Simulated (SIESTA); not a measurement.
Runs of SIESTA 5.4.2 on Al2Au. It takes space group Fm-3m (No. 225, cubic). The conventional cell has a = 6.000 Å, b = 6.000 Å, c = 6.000 Å, α = 90.00°, β = 90.00°, γ = 90.00°. Around Au (site symmetry m-3m) lie 8 Al at 2.60 Å. Al (site symmetry -43m) has 4 Au at 2.60 Å as nearest neighbours. 

```csv
potentials or basis,gap on the mesh (eV),pressure (GPa)
"PseudoDojo 0.5 standard (PBE files), DZP (energy shift 0.003 Ry; two zetas on semicore shells)",none,3.6
"PseudoDojo 0.4 stringent (PBE files), DZP (energy shift 0.003 Ry; two zetas on semicore shells)",none,3.6
"PseudoDojo 0.4 standard (PBE files), DZP (energy shift 0.003 Ry; two zetas on semicore shells)",none,3.6
"SPMS 1.0 (PBE files) or PseudoDojo by element, DZP (energy shift 0.003 Ry; two zetas on semicore shells)",none,4.5
"SG15 1.2 with PseudoDojo 0.4 standard (PBE files), DZP (energy shift 0.003 Ry; two zetas on semicore shells)",none,(a)
"Ansatz (PBE files), DZP (energy shift 0.003 Ry; two zetas on semicore shells)",none,4.6
```

Alike in all rows: task single point; level PBE; no spin polarisation; cell as given; k mesh 8 × 8 × 8; smearing fermi-dirac 0.05 eV; grid cutoff 800 Ry; energy shift 0.003 Ry.

Q: Fill in the values left out.

A: (a) 4.3.

Caveats: the basis of atomic orbitals isn't converged, which shifts pressures, moduli and gaps; short orbitals over semicore shells can move pressures by several GPa (some runs); the valence orbitals were made in a potential fitted to the semicore shell under them, which widens gaps by tenths of an eV or more (some runs).

A k mesh can miss the band edges, and the runs leave out spin-orbit coupling on Au.

A gap of «none» marks a metal or a gap under the smearing width.
